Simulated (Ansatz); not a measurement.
# BaTiO3 in Ansatz: the effect of target pressure

Crystal: BaTiO3.

```
Ba Ti O
1.0
     3.70452   -0.01641    0.18507
    -0.01641    4.18451    0.02529
     0.18591    0.02540    3.89174
Ba Ti O
1 1 3
Direct
  0.00791 0.88261 0.95959
  0.50575 0.42212 0.59783
  0.45838 0.78893 0.98165
  0.55780 0.89570 0.46569
  0.97016 0.51063 0.49524
```

The cell isn't the ideal one: all atoms moved at random, sigma 0.4 Å a component, cell strained at random, sigma 0.06.

Alike in all runs:

```yaml
Program: Ansatz 0.2.0
Task: relaxation of cell and atoms
Functional: PBEsol
Potentials_or_basis: Ansatz PAW
Cutoff: "420 eV (not typed: the program's choice for these potentials)"
k_mesh: 7 × 7 × 7
Occupations: fermi-dirac, width 0.05 eV
Spin: no spin polarisation
```

Each run relaxes the cell or the atoms first.

```csv
target pressure,relaxed volume (Å³/atom),gap on the mesh (eV)
0 GPa,12.69,2.37
2 GPa,?,?
5 GPa,12.25,2.15
10 GPa,11.91,1.93
20 GPa,11.43,1.95
30 GPa,11.03,1.95
```

Problem. What does the run with target pressure 2 GPa give?

Solution. Relaxed volume 12.50 Å³/atom; gap on the mesh 2.27 eV.

Worked out: In Murnaghan's law V^(-B') rises as a straight line in P. The other rows fit best with B' = 6.5, V0 = 12.68 Å³/atom and B0 = 133 GPa, which gives 12.50 Å³/atom at 2 GPa, against the run's 12.50. A parabola through the other rows of the gap on the mesh, of slope -0.041 eV per GPa there, gives 2.26 eV, against the run's 2.27.

Caveats: odd divisions of the mesh miss points on the zone boundary, where band edges often lie, so the gap on the mesh can be too wide; the plane-wave basis is chosen anew once the cell has moved, so the energies of steps on either side of that aren't comparable; spin-orbit coupling is left out, which moves the levels of the heavy elements; the PAW data sets come from PBE, with cores solved anew for the run's functional, which leaves a small shift of forces and pressure.

A k mesh can miss the band edges.

Runs at the PBE level aren't shown here.
